## Question

In a bcc crystal of tungsten, one atom is pushed along the line to a nearest neighbour while the other atoms of the cell stay where they are. The displacement x is positive towards that neighbour. The energy change is counted from the undisturbed cell, the force is the component along the line, and a positive pressure means that the crystal pushes outwards. The undisturbed cell has space group Im-3m; a displaced atom lowers the symmetry.

One atom of bcc tungsten is moved towards a nearest neighbour in a fixed, unrelaxed 8-atom cell (a = 3.195 Å, 16.30 Å³ per atom), with all other atoms held in place. Ansatz 0.2.0, scalar-relativistic plane-wave PAW, PBE, no spin polarisation, 420 eV cutoff, 10×10×10 k mesh, Gaussian smearing of 0.15 eV. Energy changes are free energies relative to the undisturbed cell.

```csv
displacement (Å),energy change (eV a cell),force along direction (eV/Å summed over the moved atoms),pressure (GPa)
-0.2,0.325,3.199,-1.72
-0.0667,0.037,1.100,-2.95
0,0.000,0.000,-3.10
0.0333,0.009,-0.551,-3.06
0.1,0.082,-1.641,-2.75
0.1333,0.146,-2.173,-2.48
0.1667,0.227,-2.693,-2.13
```

A bond between two atoms resists shortening more strongly than it resists stretching by the same amount.

(a) Does this lopsidedness make the energy differ between a push forwards and an equal push backwards? In which column does it show?

(b) Use the row at −0.2 Å to estimate how much stiffer the atom's site becomes when the crystal loses 1 % of its volume.

(c) Does the restoring force keep step with the displacement? What becomes of any departure when the displacement is very small?

(d) The undisturbed crystal is not at zero pressure. Does this matter for the stiffness?

## Model answer

**(a)** The energy is the same both ways. A bcc atom sits midway between two equal neighbours, so a backward push leads it towards the other neighbour and not into open space. The row at −0.2 Å has the largest energy only because it lies farthest from the site. The rows confirm this: force divided by displacement, without its sign, is 16.55 eV/Å² at 0.0333 Å, 16.49 at −0.0667 Å and 16.41 at 0.1 Å, so the backward row falls into its place by distance alone.

To see where the lopsidedness goes, consider only the two bonds on the line. When the atom moves by x, the shortened bond pushes with a force fx + gx² and the stretched bond pulls with fx − gx². Here f is the stiffness of one bond and g its lopsidedness. Both forces drive the atom back, and their sum is 2fx: for the atom, g has cancelled.

The surrounding crystal feels something else. The shortened bond pushes the neighbour at its other end outwards, while the stretched bond pulls the opposite neighbour inwards, a little less strongly. What remains is an outward push of 2gx², the same for either direction of the displacement. The lopsidedness that is hidden in the energy therefore appears in the pressure, which rises from −3.10 GPa at the site to −1.72 GPa at −0.2 Å.

Two bonds are a cartoon of the real crystal. At −0.2 Å the neighbours on the line take only 43 % of the force that balances the moved atom, and the second and third neighbours together take 38 %. The small repeated cell does not allow these two to be told apart. The cancellation survives because every neighbour of a bcc atom has an equal partner on the opposite side. At a site without such partners, the energy itself could be lopsided.

**(b)** The same g that pushes outwards also makes each bond softer as it lengthens. The pressure therefore tells how the stiffness of the site depends on volume. Write the displacement energy as E = ½kx², with a stiffness k that varies with the cell volume V as V^(−m). When the cell swells uniformly, the displacement swells with it, so x² grows as V^(2/3). Pressure is minus the slope of energy with volume, which gives

pressure rise = (m − 2/3) · E/V.

At −0.2 Å the pressure has risen by 1.39 GPa, taken before rounding. Since 1 eV/Å³ is about 160 GPa, this is 0.0087 eV/Å³. The eight atoms fill 8 × 16.30 Å³, or about 130 Å³, and the product of pressure rise and volume is 1.13 eV. Division by the energy of 0.325 eV gives just under 3.5, so m is about 4.1. **A loss of 1 % in volume stiffens the site by about 4 %.**

The relation can be tried on another row. At 0.1 Å the energy is 0.082 eV, and 3.5 × 0.082 / 130 eV/Å³ is 0.35 GPa. The table gives the same rise, from −3.10 to −2.75 GPa.

**(c)** Nearly. Force divided by displacement falls by about 3 % between 0.0333 and 0.2 Å, so the site softens slightly as the atom leaves it. Symmetry allows this: after the term in x, the next term permitted in the force is one in x³. Relative to the main term it shrinks as x², and at a fifth of the displacement it is 25 times less important.

The pressure behaves differently in this limit. Both the pressure rise and the energy start as x², so their ratio stays the same however small the motion is. At room temperature a classical estimate for this motion gives a typical displacement of 0.04 Å. There the softening is about a thousandth, yet each bit of vibrational energy still pushes the crystal outwards in full proportion. This is the usual origin of thermal expansion: a heated solid can swell even though its atoms vibrate almost as perfect springs.

**(d)** Yes. The negative pressure means that the cell is larger than this level of theory prefers. With a rough recalled bulk modulus of 310 GPa, the excess volume is about 1 %, and by part (b) the stiffness is then about 4 % too low. The choice of cell size thus matters as much as the whole softening out to 0.2 Å. The estimate takes the calculated pressure at face value, and its convergence with the plane-wave cutoff was not tested.

## Remarks on the reasoning

A mistake to avoid in part (a) is to picture the neighbour ahead as a wall and the space behind as empty. The remedy is to ask what the atom meets when it turns round. Here the answer comes from the symmetry of the site, before any property of the bond is known.

In part (b), the agreement at 0.1 Å is weaker evidence than it looks. Two quantities that both start as x² must be nearly proportional at small displacement. The physical content lies in the sign and size of the constant: a positive m of about 4 says that the site stiffens on compression. No second volume is needed for this, because the pressure already is minus the slope of energy with volume.

Part (c) shows a further limit of the simplest picture of separate bonds, with nearest neighbours only. Nearest-neighbour bonds of the Morse form, a standard curve for a lopsided bond, can be given the range that reproduces the pressure rise. Doubling the displacement from 0.1 to 0.2 Å then multiplies the energy by 4.14, against 4 for a perfect spring and 3.95 in the calculation. These bonds harden where the computed site softens. The model leaves out the second and third neighbours, although together they take 38 % of the balancing force at −0.2 Å. Yet this omission does not explain the softening. The calculated forces on the other atoms, divided by the displacement, show where it arises. Between 0.0333 and 0.2 Å the part taken by the nearest neighbours off the line falls by about a fifth, while the part on the line grows slightly and that of the second and third neighbours hardly changes. Whether bonds of another shape could reproduce this, or whether it takes electrons that rearrange among many atoms at once, remains open.

The stiffness belongs to this particular motion. The cell repeats, so copies of the moved atom about 5.5 Å apart move together, and a lone displaced atom could have a somewhat different stiffness. For small displacements, the cubic symmetry of the site makes the stiffness the same in every direction, so the minimum found along this line holds for the others too. Stability against motions in which several atoms of the cell move differently is not tested here.

The output below gives two fits to all seven rows, including those worked above: the force as a term in x plus one in x³, and the pressure rise as a constant times the energy. Both follow the rows closely. That the fitted force also returns the energies is a check of consistency, because force is minus the slope of energy by definition.

Output of the analysis:

```
force over displacement, moved rows in table order, eV/A^2: 15.99, 16.49, 16.55, 16.41, 16.3, 16.15
fall of that stiffness from 0.0333 to 0.2 A, percent: 3.333
fit of force_along_direction on 7 rows: coefficient of displacement -16.55 +/- 0.0052, coefficient of x3 13.89 +/- 0.17; rms 0.000544, worst 0.1667 -0.00114, leave-one-out rms 0.0014
energy from the integrated force law against the computed energy:
      row  from force law meV  computed meV
     -0.2               325.4         325.4
  -0.0667               36.74         36.75
      0.0                   0             0
   0.0333                9.17         9.172
      0.1               82.39         82.42
   0.1333               145.9           146
   0.1667               227.2         227.3
fit of dp on 7 rows: coefficient of en 4.258 +/- 0.002; rms 0.000801, worst 0.1 0.00131, leave-one-out rms 0.00111
pressure rise times volume over energy, moved rows in table order: 3.468, 3.446, 3.442, 3.453, 3.46, 3.466
pressure rise at 0.2 A, GPa: 1.387
stiffness gain for 1 percent less volume, percent: 4.133
rough volume excess of the unrelaxed cell, percent: 1.001
rough stiffness lost by that excess, percent: 4.135
energy at 0.2 A over energy at 0.1 A, computed (harmonic 4): 3.948
same ratio with zero-smearing energies: 3.946
same ratio for Morse bonds: 4.144
percent of balancing force on neighbours on the line, other nearest, second neighbours: 43.39, 18.38, 38.23
rough classical thermal displacement at 300 K along the line, A: 0.03953
```
